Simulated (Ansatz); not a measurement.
Crystal: MgO.

```
Mg O
1.0
     0.00000    2.09700    2.09700
     2.09700    0.00000    2.09700
     2.09700    2.09700    0.00000
Mg O
1 1
Direct
  0.00000 0.00000 0.00000
  0.50000 0.50000 0.50000
```

The cell is a database's computed one.

Base run:

- Program: Ansatz 0.2.0
- Functional: PBEsol
- Potentials or basis: all-electron PAW datasets made for the crystal
- Cutoff: 360 eV (chosen from the basis error)
- k mesh: 11 × 11 × 11
- Occupations: fermi-dirac, width 0.05 eV
- Spin: no spin polarisation

Its results: band gap on the k mesh 4.76 eV, direct; pressure 2.4 GPa.

Task: The run is repeated on the same cell with these changes: potentials or basis from all-electron PAW datasets made for the crystal to all-electron LAPW, non-relativistic; cutoff from 360 eV (chosen from the basis error) to 316 eV (chosen from the basis error). What comes out?

Result: Band gap on the k mesh 4.82 eV, direct; pressure 2.5 GPa.

The runs don't all hold the same shells in valence.
